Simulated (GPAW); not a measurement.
## Ge in GPAW: the effect of functional

Crystal: Ge.

```
CELL_PARAMETERS angstrom
0.00000 2.82891 2.82891
2.82891 0.00000 2.82891
2.82891 2.82891 0.00000
ATOMIC_POSITIONS crystal
Ge 0.75000 0.75000 0.75000
Ge 0.50000 0.50000 0.50000
```

Alike in all runs:

```yaml
Program: GPAW 26.7.0
Task: dielectric tensor
Cutoff: 450 eV
Basis: pw
k_mesh: 7 × 7 × 7
Occupations: fermi-dirac, width 0.001 eV
Spin: no spin polarisation
```

```tsv
functional	potentials or basis	dielectric constant (mean)
LDA	the program's PAW data sets (release 1.2.1) made for this functional	41.64
AM05	PAW data sets generated in the run's folder for this functional	234.54
PBEsol	PAW data sets generated in the run's folder for this functional	1509.56
PBE	GPAW PAW data sets (gpaw-data 1.2.1)	191.83
RPBE	the program's PAW data sets (release 1.2.1) made for this functional	34.15
GLLB-SC	the program's PAW data sets (release 1.2.1) made for this functional	?
```

Q: What does the run with functional GLLB-SC give?

A: Dielectric constant 45.33 mean.

Caveats: the long-wavelength limit can be off by a per cent or two; a model potential gives levels but no total energy (some runs); response on these states lacks terms of the Hamiltonian (some runs).
